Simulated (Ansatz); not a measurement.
## RuAl: changing the dispersion correction

The cell as given:

```cif
data_structure
_symmetry_space_group_name_H-M 'Pm-3m'
_symmetry_Int_Tables_number 221
_cell_length_a 2.9916
_cell_length_b 2.9916
_cell_length_c 2.9916
_cell_angle_alpha 90.000
_cell_angle_beta 90.000
_cell_angle_gamma 90.000
_cell_volume 26.77
loop_
_atom_site_label
_atom_site_type_symbol
_atom_site_symmetry_multiplicity
_atom_site_Wyckoff_symbol
_atom_site_fract_x
_atom_site_fract_y
_atom_site_fract_z
_atom_site_occupancy
Ru1 Ru 1 b 0.50000 0.50000 0.50000 1
Al1 Al 1 a 0.00000 0.00000 0.00000 1
```

Kept alike: task relaxation of cell and atoms; functional PBEsol; k mesh 9 × 9 × 9; occupations fermi-dirac, width 0.05 eV; no spin polarisation. Program: Ansatz, Ansatz PAW, cutoff 420 eV. The mesh is that of the run's cell of 2 atoms. No spin-orbit coupling.

| dispersion correction | volume (Å³/atom) |
| --- | --- |
| D3(BJ) | 12.823 |
| D3(BJ)-ATM | 12.901 |
| D4 | 12.995 |
| none | 13.181 |

The relaxations keep at least the cell's symmetry (Pm-3m). For a metal such a mesh leaves the last digits unconverged. Relaxations stop with a little pressure left, so the last digits of a volume or edge aren't settled. All rows use potentials made for PBE.

Task: What does the dispersion correction change here?

Result: The volume runs from 12.823 (D3(BJ)) to 13.181 Å³/atom (none). Against no correction: D3(BJ) -2.7 %; D3(BJ)-ATM -2.1 %; D4 -1.4 %. Dispersion terms mostly attract and so lower the volume; the schemes' coefficients and damping set how far.
